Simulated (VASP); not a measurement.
# Zn in VASP: notebook

Runs on Zn. Level: PBE. Tasks: relaxation of the atoms.

Everything below comes from runs of VASP 6.6.1. Logs are shortened: lines on timing, memory, paths and dates and some standing lists are left out, and cuts for length are marked.

### Step 1. The structure

The cell holds a slab with vacuum, 7 atoms: a = 2.665 Å, b = 2.665 Å, c = 29.840 Å, α = 90.00°, β = 90.00°, γ = 120.00°.

The slab is cut from a database's or a generator's crystal, which needn't be the stable form of the element.

### Step 2. Relaxation of the atoms, PBE

INCAR

```
SYSTEM = Zn
ALGO     = Normal         ! electronic algorithm
DIPOL    = 0.5 0.5 0.500
EDIFF    = 1E-6           ! SCF threshold, eV
EDIFFG   = -0.02          ! ionic threshold
ENCUT    = 600            ! plane-wave cutoff, eV
GGA      = PE             ! functional
IBRION   = 2              ! ionic algorithm
IDIPOL   = 3            
ISIF     = 2              ! what is computed and relaxed
ISMEAR   = -1             ! smearing method
LASPH    = .TRUE.         ! aspherical terms in the spheres
LCHARG   = .FALSE.        ! write CHGCAR
LDIPOL   = .TRUE.       
LREAL    = .FALSE.        ! projectors in reciprocal space
LWAVE    = .FALSE.        ! write WAVECAR
NELM     = 60             ! most SCF steps
NSW      = 40             ! ionic steps
PREC     = Accurate       ! precision mode
SIGMA    = 0.05           ! smearing width, eV
```

KPOINTS

```
k-points
0
G
  8 8 1
  0 0 0
```

POSCAR

```
Zn
1.0
    2.6647980532      0.0000000000      0.0000000000
   -1.3323990266      2.3077828100      0.0000000000
    0.0000000000      0.0000000000     29.8401000000
Zn
7
Selective dynamics
Direct
    0.6666666667      0.3333333334      0.2513396403  F F F
    0.3333333333      0.6666666666      0.3342264269  F F F
    0.6666666667      0.3333333334      0.4171132134  F F F
    0.3333333333      0.6666666666      0.5000000000  T T T
    0.6666666667      0.3333333334      0.5828867866  T T T
    0.3333333333      0.6666666666      0.6657735731  T T T
    0.6666666667      0.3333333334      0.7486603597  T T T
```

Potentials or basis: VASP PAW PBE potentials, release 64 (Zn).

The run is started by

```
$ cat potpaw_PBE.64/Zn/POTCAR > POTCAR
$ mpirun -np 1 vasp_std > vasp.out
```

OUTCAR:

```text
SYSTEM = Zn
   EDIFF = 1E-6
   EDIFFG = -0.02
   ENCUT = 600
   GGA = PE
   IBRION = 2
   ISIF = 2
   ISMEAR = -1
   LASPH = .TRUE.
   LREAL = .FALSE.
   NELM = 60
   NSW = 40
   PREC = Accurate

 ion  position               nearest neighbor table
   1  0.667  0.333  0.251-   2 2.91   2 2.91   2 2.91
   2  0.333  0.667  0.334-   3 2.91   3 2.91   3 2.91   1 2.91   1 2.91   1 2.91
   3  0.667  0.333  0.417-   2 2.91   2 2.91   2 2.91   4 2.91   4 2.91   4 2.91
   4  0.333  0.667  0.500-   3 2.91   5 2.91   3 2.91   5 2.91   3 2.91   5 2.91
   5  0.667  0.333  0.583-   6 2.91   6 2.91   6 2.91   4 2.91   4 2.91   4 2.91
   6  0.333  0.667  0.666-   5 2.91   5 2.91   5 2.91   7 2.91   7 2.91   7 2.91
   7  0.667  0.333  0.749-   6 2.91   6 2.91   6 2.91

  LATTYP: Found a hexagonal cell.
 ALAT       =     2.6647980532
 C/A-ratio  =    11.1978841940

  Lattice vectors:

 A1 = (   2.6647980532,   0.0000000000,   0.0000000000)
 A2 = (  -1.3323990266,   2.3077828100,   0.0000000000)
 A3 = (   0.0000000000,   0.0000000000,  29.8401000000)

Analysis of symmetry for initial positions (statically):
=====================================================================
 Subroutine PRICEL returns:
 Original cell was already a primitive cell.

 Routine SETGRP: Setting up the symmetry group for a
 hexagonal supercell.

 Subroutine GETGRP returns: Found 12 space group operations
 (whereof 12 operations were pure point group operations)
 out of a pool of 24 trial point group operations.

The static configuration has the point symmetry D_3h.

Analysis of symmetry for dynamics (positions and initial velocities):
=====================================================================
 Subroutine PRICEL returns:
 Original cell was already a primitive cell.

 Routine SETGRP: Setting up the symmetry group for a
 hexagonal supercell.

 Subroutine GETGRP returns: Found 12 space group operations
 (whereof 12 operations were pure point group operations)
 out of a pool of 24 trial point group operations.

The dynamic configuration has the point symmetry D_3h.

Analysis of constrained symmetry for selective dynamics:
=====================================================================
 Subroutine PRICEL returns:
 Original cell was already a primitive cell.

 Routine SETGRP: Setting up the symmetry group for a
 hexagonal supercell.

[... 128 lines left out ...]
   LEPSILON=     F    determine dielectric tensor
   LRPA    =     F    only Hartree local field effects (RPA)
 conjugate gradient relaxation of ions
 non-spin polarized calculation
  energy-cutoff  :      600.00
  volume of cell :      183.51
 maximum number of plane-waves:      6191
 NGX is ok and might be reduce to    24
   NGX = 11   NGY = 11   NGZ =119

--------------------------------------- Ionic step        1  -------------------------------------------

 number of electron      83.9999952 magnetization

 Free energy of the ion-electron system (eV)
  ---------------------------------------------------
  ext. energy  EPLUGINS =         0.00000000
  ---------------------------------------------------
  free energy    TOTEN  =        -7.40594427 eV

  energy without entropy =       -7.38538282  energy(sigma->0) =       -7.39566354

------------------------ aborting loop because EDIFF is reached ----------------------------------------

  FORCE on cell =-STRESS in cart. coord.  units (eV):
  Direction    XX          YY          ZZ          XY          YZ          ZX
  --------------------------------------------------------------------------------------
  -------------------------------------------------------------------------------------
  Total       -1.1278246     -1.1278246     -0.1548340      0.0000000      0.0000000      0.0000000
  in kB       -9.8467440     -9.8467440     -1.3518152      0.0000000      0.0000000      0.0000000
  external PRESSURE =      -7.0151011 kB  Pullay stress =       0.0000000 kB
[... 104 lines left out ...]
  FREE ENERGIE OF THE ION-ELECTRON SYSTEM (eV)
  ---------------------------------------------------
  free  energy   TOTEN  =        -7.4134850271 eV

  energy  without entropy=       -7.3928949129  energy(sigma->0) =       -7.40318997

 vacuum level on the upper side and lower side of the slab       (xc-potential included)        -0.048         0.035

 dipolmoment           0.000000      0.000000      0.000270 electrons x Angstroem

[... ionic steps 4 to 7 ...]

--------------------------------------- Ionic step        8  -------------------------------------------

 number of electron      83.9999952 magnetization

------------------------ aborting loop because EDIFF is reached ----------------------------------------
[... 77 lines left out ...]
--------------------------------------- Ionic step       10  -------------------------------------------

 number of electron      83.9999966 magnetization

 dipolmoment           0.000000      0.000000     -0.003074 electrons x Angstroem

 Free energy of the ion-electron system (eV)
  ---------------------------------------------------
  ext. energy  EPLUGINS =         0.00000000
  ---------------------------------------------------
  free energy    TOTEN  =        -7.41685976 eV

  energy without entropy =       -7.39628710  energy(sigma->0) =       -7.40657343

 E-fermi :  -0.0672     XC(G=0):  -7.2606

 val. band max:       -0.0778175687   @ k =   0.3750   0.1250   0.0000
 cond. band min:       0.1915204780   @ k =   0.3750   0.2500   0.0000
 fundamental gap:      0.2693380467
 Fermi energy:        -0.0671969642

 k-point     1 :       0.0000    0.0000    0.0000
  band No.  band energies     occupation
      1     -10.1657      2.00000
      2      -9.7924      2.00000
      3      -9.2875      2.00000
      4      -8.8260      2.00000
      5      -8.5716      2.00000
      6      -8.4415      2.00000
[... 519 lines left out ...]
     49       3.4005      0.00000
     50       3.8288      0.00000

------------------------ aborting loop because EDIFF is reached ----------------------------------------

 vacuum level on the upper side and lower side of the slab       (xc-potential included)        -0.161        -0.070

  FORCE on cell =-STRESS in cart. coord.  units (eV):
  Direction    XX          YY          ZZ          XY          YZ          ZX
  --------------------------------------------------------------------------------------
  -------------------------------------------------------------------------------------
  Total       -1.1861118     -1.1861118     -0.2727588      0.0000000     -0.0000000     -0.0000000
  in kB      -10.3556343    -10.3556343     -2.3813865      0.0000000     -0.0000000     -0.0000000
  external PRESSURE =      -7.6975517 kB  Pullay stress =       0.0000000 kB
[... 22 lines left out ...]
  FREE ENERGIE OF THE ION-ELECTRON SYSTEM (eV)
  ---------------------------------------------------
  free  energy   TOTEN  =        -7.4168597647 eV

  energy  without entropy=       -7.3962870984  energy(sigma->0) =       -7.40657343

 reached required accuracy - stopping structural energy minimisation

 vacuum level on the upper side and lower side of the slab         3.973         4.066
```

Run time: 9.4 min. Hardware: 1 thread of Intel Xeon 6975P-C (Granite Rapids), shared host; peak memory 0.41 GiB.

Results:

| Property | Result |
| --- | --- |
| Free energy | -7.4169 eV |
| Energy gained by relaxing | 1.6 meV/atom |
| Ionic steps | 10 |
| Band gap on the k mesh | none (metal or under the smearing width) |

Step by step:
```tsv
step	energy change (eV)	largest force (eV/Å)	pressure (GPa)
1	0.0000	0.2035	-0.70
2	-0.0025	0.2046	-0.73
3	-0.0075	0.2081	-0.76
4	-0.0056	0.2154	-0.76
5	-0.0087	0.2107	-0.76
6	-0.0093	0.2099	-0.77
7	-0.0103	0.2075	-0.75
8	-0.0104	0.2068	-0.78
9	-0.0105	0.2079	-0.77
10	-0.0109	0.2114	-0.77
```

Final structure:
```xyz
7
Lattice="2.6648 0.0000 0.0000 -1.3324 2.3078 0.0000 0.0000 0.0000 29.8401" Properties=species:S:1:pos:R:3 pbc="T T T"
Zn    1.3324    0.7693    7.5000
Zn    0.0000    1.5385    9.9733
Zn    1.3324    0.7693   12.4467
Zn    0.0000    1.5385   14.9271
Zn    1.3324    0.7693   17.3715
Zn    0.0000    1.5385   19.7693
Zn    1.3324    0.7693   22.3872
```

### Step 3. Relaxation of the atoms, PBE

INCAR is that of step 2.

KPOINTS is that of step 2.

POSCAR is that of step 2.

Potentials or basis: VASP PAW PBE potentials, release 64 (Zn_sv_GW).

The run is started by

```
$ cat potpaw_PBE.64/Zn_sv_GW/POTCAR > POTCAR
$ mpirun -np 1 vasp_std > vasp.out
```

Run time: 38 min. Hardware: 1 thread of Intel Xeon 6975P-C (Granite Rapids), shared host; peak memory 0.47 GiB.

The run converged. Its results:

| Quantity | Value |
| --- | --- |
| Free energy | -7.6262 eV |
| Energy gained by relaxing | 1.5 meV/atom |
| Ionic steps | 10 |
| Band gap on the k mesh | none (metal or under the smearing width) |

Step by step:
```tsv
step	energy change (eV)	largest force (eV/Å)	pressure (GPa)
1	0.0000	0.2023	-2.36
2	-0.0025	0.2054	-2.37
3	-0.0075	0.2083	-2.35
4	-0.0055	0.2162	-2.45
5	-0.0086	0.2116	-2.34
6	-0.0085	0.2102	-2.38
7	-0.0085	0.2101	-2.42
8	-0.0086	0.2104	-2.37
9	-0.0092	0.2104	-2.38
10	-0.0102	0.2079	-2.38
```

Final structure:
```
Zn
1.0
     2.66480    0.00000    0.00000
    -1.33240    2.30778    0.00000
     0.00000    0.00000   29.84010
Zn
7
Cartesian
  1.3324 0.7693 7.5000
  0.0000 1.5385 9.9733
  1.3324 0.7693 12.4467
  0.0000 1.5385 14.9359
  1.3324 0.7693 17.3928
  0.0000 1.5385 19.7908
  1.3324 0.7693 22.3802
```

Levels at points of the mesh, in eV from the Fermi level:
```csv
k point,band 68,band 69,band 70,band 71,band 72,band 73
"(0.00, 0.00, 0.00)",-6.57,-5.43,-3.94,-2.70,-0.73,1.10
"(0.50, 0.00, 0.00)",-1.73,-1.35,-1.27,0.45,0.70,0.92
```

### Step 4. Relaxation of the atoms, PBE

INCAR is that of step 3.

KPOINTS is that of step 3.

POSCAR is that of step 3.

Potentials or basis: VASP PAW PBE potentials, release 64 (Zn_GW).

The run is started by

```
$ cat potpaw_PBE.64/Zn_GW/POTCAR > POTCAR
$ mpirun -np 1 vasp_std > vasp.out
```

OUTCAR:

```text
SYSTEM = Zn
   EDIFF = 1E-6
   EDIFFG = -0.02
   ENCUT = 600
   GGA = PE
   IBRION = 2
   ISIF = 2
   ISMEAR = -1
   LASPH = .TRUE.
   LREAL = .FALSE.
   NELM = 60
   NSW = 40
   PREC = Accurate

 ion  position               nearest neighbor table
   1  0.667  0.333  0.251-   2 2.91   2 2.91   2 2.91
   2  0.333  0.667  0.334-   3 2.91   3 2.91   3 2.91   1 2.91   1 2.91   1 2.91
   3  0.667  0.333  0.417-   2 2.91   2 2.91   2 2.91   4 2.91   4 2.91   4 2.91
   4  0.333  0.667  0.500-   3 2.91   5 2.91   3 2.91   5 2.91   3 2.91   5 2.91
   5  0.667  0.333  0.583-   6 2.91   6 2.91   6 2.91   4 2.91   4 2.91   4 2.91
   6  0.333  0.667  0.666-   5 2.91   5 2.91   5 2.91   7 2.91   7 2.91   7 2.91
   7  0.667  0.333  0.749-   6 2.91   6 2.91   6 2.91

  LATTYP: Found a hexagonal cell.
 ALAT       =     2.6647980532
 C/A-ratio  =    11.1978841940
[... 495 lines left out ...]

 E-fermi :   1.7264     XC(G=0):  -7.3599

 val. band max:        1.7186516590   @ k =   0.3750   0.1250   0.0000
 cond. band min:       1.9767313776   @ k =   0.3750   0.2500   0.0000
 fundamental gap:      0.2580797186
 Fermi energy:         1.7264050247

 k-point     1 :       0.0000    0.0000    0.0000
  band No.  band energies     occupation
      1      -8.3656      2.00000
      2      -8.0079      2.00000
      3      -7.5016      2.00000
      4      -7.0340      2.00000
      5      -6.7657      2.00000
      6      -6.6342      2.00000
[... 519 lines left out ...]
     49       5.1758      0.00000
     50       5.6038      0.00000

------------------------ aborting loop because EDIFF is reached ----------------------------------------

 vacuum level on the upper side and lower side of the slab       (xc-potential included)        -0.107        -0.059

  FORCE on cell =-STRESS in cart. coord.  units (eV):
  Direction    XX          YY          ZZ          XY          YZ          ZX
  --------------------------------------------------------------------------------------
  -------------------------------------------------------------------------------------
  Total       -1.3942922     -1.3942922     -0.3818654      0.0000000      0.0000000     -0.0000000
  in kB      -12.1732034    -12.1732034     -3.3339674      0.0000000      0.0000000     -0.0000000
  external PRESSURE =      -9.2267914 kB  Pullay stress =       0.0000000 kB
[... 22 lines left out ...]
  FREE ENERGIE OF THE ION-ELECTRON SYSTEM (eV)
  ---------------------------------------------------
  free  energy   TOTEN  =        -7.4242079819 eV

  energy  without entropy=       -7.4036475861  energy(sigma->0) =       -7.41392778

 reached required accuracy - stopping structural energy minimisation

 vacuum level on the upper side and lower side of the slab         5.825         5.877
```

OSZICAR:

```text
N       E                     dE             d eps       ncg     rms          rms(c)
DAV:   1     0.100602545887E+04    0.10060E+04   -0.37973E+04  1008   0.477E+03
DAV:   2     0.259927416385E+03   -0.74610E+03   -0.72407E+03  1000   0.775E+02
DAV:   3     0.158535181507E+02   -0.24407E+03   -0.23771E+03  1432   0.478E+02
[... 89 lines left out ...]
DAV:   4    -0.742413260020E+01    0.25622E-02   -0.21694E-02  1938   0.731E+00    0.229E-02
DAV:   5    -0.742420040458E+01   -0.67804E-04   -0.75340E-04  1568   0.716E-01    0.168E-02
DAV:   6    -0.742420642711E+01   -0.60225E-05   -0.98291E-05  1568   0.532E-01    0.122E-02
DAV:   7    -0.742420694992E+01   -0.52281E-06   -0.35184E-05  1396   0.399E-01    0.729E-03
DAV:   8    -0.742420774423E+01   -0.79431E-06   -0.12116E-05  1444   0.199E-01    0.251E-03
DAV:   9    -0.742420798188E+01   -0.23765E-06   -0.40104E-06   926   0.716E-02
   8 F= -.74242080E+01 E0= -.74139278E+01  d E =-.161765E-02
```

It took 9.2 min on 1 thread of Intel Xeon 6975P-C (Granite Rapids), shared host; peak memory 0.41 GiB.

What came out:

```yaml
Free_energy: -7.4242 eV
Energy_gained_by_relaxing: 1.5 meV/atom
Ionic_steps: 8
Band_gap_on_the_k_mesh: none (metal or under the smearing width)
```

Step by step:
| step | energy change (eV) | largest force (eV/Å) | pressure (GPa) |
| --- | --- | --- | --- |
| 1 | 0.0000 | 0.2027 | -0.82 |
| 2 | -0.0025 | 0.2042 | -0.80 |
| 3 | -0.0074 | 0.2071 | -0.85 |
| 4 | -0.0057 | 0.2144 | -0.83 |
| 5 | -0.0086 | 0.2101 | -0.86 |
| 6 | -0.0091 | 0.2091 | -0.76 |
| 7 | -0.0096 | 0.2083 | -0.83 |
| 8 | -0.0102 | 0.2065 | -0.92 |

Final structure:
```
CELL_PARAMETERS angstrom
2.66480 0.00000 0.00000
-1.33240 2.30778 0.00000
0.00000 0.00000 29.84010
ATOMIC_POSITIONS crystal
Zn 0.66667 0.33333 0.25134
Zn 0.33333 0.66667 0.33423
Zn 0.66667 0.33333 0.41711
Zn 0.33333 0.66667 0.50057
Zn 0.66667 0.33333 0.58280
Zn 0.33333 0.66667 0.66315
Zn 0.66667 0.33333 0.74994
```

Levels at points of the mesh, in eV from the Fermi level:
```
           k point  band 38  band 39  band 40  band 41  band 42  band 43  band 44  band 45  band 46  band 47
(0.00, 0.00, 0.00)    -6.83    -6.83    -6.58    -5.44    -3.94    -2.70    -0.73     1.10     2.76     3.89
(0.50, 0.00, 0.00)    -1.91    -1.82    -1.73    -1.35    -1.27     0.45     0.70     0.92     1.55     1.91
```

### Step 5. Overview

```csv
potentials or basis,gap on the mesh (eV)
"VASP PAW PBE potentials, release 64 (Zn)",none
"VASP PAW PBE potentials, release 64 (Zn_sv_GW)",none
"VASP PAW PBE potentials, release 64 (Zn_GW)",none
```

Alike in all rows: task relaxation of the atoms; level PBE; no spin polarisation; cell atoms relaxed; k mesh 8 × 8 × 1; cutoff (eV) 600; smearing fermi-dirac 0.05 eV.

Absolute energies hang on the potentials; compare differences alone.
